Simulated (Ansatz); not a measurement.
A relaxed 1×1 slab of 3 planes, cut along (11-20) from a hcp crystal of one element, has a cell area of 32.62 Å² and a bulk spacing of 1.700 Å between its first planes. All-electron LAPW in Ansatz 0.2.0 (PBE, scalar-relativistic, no spin polarisation) gives γ = 0.39 J/m², Φ = 3.87 eV and a change of the outer spacing of -3.0 %. The hcp structure needn't be the element's own.

Question: Which element is it?

Answer: In. This is the case that was computed; others weren't tested.
